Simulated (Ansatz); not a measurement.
# ZnSe: the cost of one run

Program: Ansatz 0.2.0. Level of theory: DFT PBEsol, scalar-relativistic, plane waves, PAW. These are calculated values, not measurements.

3 further runs of the same task are left out: 1 for a known fault of the program, 2 set aside as unsound or not needed.

### 1 The system as given

Symmetry: F-43m, No. 216, cubic system. Conventional cell: a = 5.668 Å, b = 5.668 Å, c = 5.668 Å, α = 90.00°, β = 90.00°, γ = 90.00°. Zn (site symmetry -43m) is surrounded by 4 Se at 2.45 Å. Se (site symmetry -43m) has 4 Zn at 2.45 Å as nearest neighbours.

Coordinates:

```cif
data_structure
_symmetry_space_group_name_H-M 'P 1'
_symmetry_Int_Tables_number 1
_cell_length_a 4.0076
_cell_length_b 4.0076
_cell_length_c 4.0076
_cell_angle_alpha 60.000
_cell_angle_beta 60.000
_cell_angle_gamma 60.000
_cell_volume 45.51
loop_
_atom_site_label
_atom_site_type_symbol
_atom_site_fract_x
_atom_site_fract_y
_atom_site_fract_z
_atom_site_occupancy
Zn1 Zn 0.00000 0.00000 0.00000 1
Se1 Se 0.75000 0.75000 0.75000 1
```

The structure comes from the Crystallography Open Database.

### 2 A distortion that keeps the symmetry

Against the listed cell: strain xx, yy, zz, yz, xz, xy = +1.4, +1.4, +1.4, +0.0, +0.0, +0.0 %.

File input.yaml:

```yaml
crystal:
  lattice:
    - [0.0, 2.872169652, 2.872169652]
    - [2.872169652, 0.0, 2.872169652]
    - [2.872169652, 2.872169652, 0.0]
  atoms:
    - { symbol: Zn, position: [0.0, 0.0, 0.0] }
    - { symbol: Se, position: [0.75, 0.75, 0.75] }
basis:
  ecutwfc: 420
kpoints:
  mp_grid: { grid: [8, 8, 8] }
hamiltonian:
  xc: pbesol
scf:
  occupations: { method: gaussian, width: 0.02 }
output:
  forces: true
  stress: true
  eigenvalues: true
```

Command:

```bash
> ansatz run input.yaml --threads 1 --pin off --max-ram 1331MiB --backend cpu --events-out ev --progress --plain --runs-dir out
```

Q: Estimate wall time and peak memory on 1 thread of an Arm CPU, shared host.

About 2.7 s, with a peak of 0.32 GiB.
